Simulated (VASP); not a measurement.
VASP 6.6.1 run: BaS

INCAR

```
NELM = 120
ENCUT = 520
LASPH = .TRUE.
GGA = PE
LCHARG = .FALSE.
LREAL = .FALSE.
SIGMA = 0.02
EDIFF = 1E-7
ISIF = 2
PREC = Accurate
ISMEAR = -1
LWAVE = .FALSE.
IBRION = -1
NBANDS = 10
NSW = 0
```

KPOINTS

```
KPOINTS created by Atomic Simulation Environment
0
Gamma
6 6 6
0 0 0
```

POSCAR

```
Ba S
 1.0000000000000000
    -0.3439649086000000    3.3739416861999998    3.3739416861999998
     3.3739416861999998   -0.3439649086000000    3.3739416861999998
     3.3739416861999998    3.3739416861999998   -0.3439649086000000
 Ba  S
   1   1
Cartesian
 -0.0753922433324558 -0.0753922433324558 -0.0753922433324558
  1.6763718592824557  1.6763718592824557  1.6763718592824555
```

The recommended PBE PAW datasets give the neutral cell 16 valence electrons.

Command

```
mpirun -np 1 vasp_std
```

Question: How does this run end, and what does it give?

Answer: It converged. Results: gap between bands v and c on the k mesh 2.67 eV; least direct gap on the k mesh 3.02 eV; pressure -0.6 GPa. Band v is the last that the valence electrons fill when counted band by band, and c is the next.

OSZICAR

```
N       E                     dE             d eps       ncg     rms          rms(c)
DAV:   1     0.999534921768E+02    0.99953E+02   -0.65734E+03   640   0.132E+03
DAV:   2    -0.395701630244E+01   -0.10391E+03   -0.10009E+03   922   0.216E+02
DAV:   3    -0.104868450296E+02   -0.65298E+01   -0.64991E+01   772   0.655E+01
DAV:   4    -0.106677994981E+02   -0.18095E+00   -0.18078E+00   932   0.106E+01
DAV:   5    -0.106701959162E+02   -0.23964E-02   -0.23960E-02   754   0.120E+00    0.492E+00
DAV:   6    -0.969269361584E+01    0.97750E+00   -0.25652E+00   694   0.948E+00    0.336E+00
DAV:   7    -0.965833870997E+01    0.34355E-01   -0.55976E-01   954   0.451E+00    0.266E+00
DAV:   8    -0.966495017004E+01   -0.66115E-02   -0.28160E-02   824   0.135E+00    0.109E+00
DAV:   9    -0.967942127652E+01   -0.14471E-01   -0.18769E-02   652   0.139E+00    0.398E-01
DAV:  10    -0.968371124390E+01   -0.42900E-02   -0.41412E-03   682   0.484E-01    0.589E-02
DAV:  11    -0.968430137447E+01   -0.59013E-03   -0.61239E-04   692   0.178E-01    0.297E-02
DAV:  12    -0.968436080520E+01   -0.59431E-04   -0.52865E-05   718   0.549E-02    0.123E-02
DAV:  13    -0.968437965608E+01   -0.18851E-04   -0.20622E-05   670   0.350E-02    0.200E-03
DAV:  14    -0.968438139758E+01   -0.17415E-05   -0.29284E-06   714   0.131E-02    0.161E-03
DAV:  15    -0.968438140035E+01   -0.27726E-08   -0.15547E-07   648   0.325E-03
   1 F= -.96843814E+01 E0= -.96843814E+01  d E =-.316693E-12
```

For comparison, a separate PBE run of the intended cell, on usual settings and not on those above, gives a gap of 2.67 eV on its mesh and a pressure of -0.6 GPa.
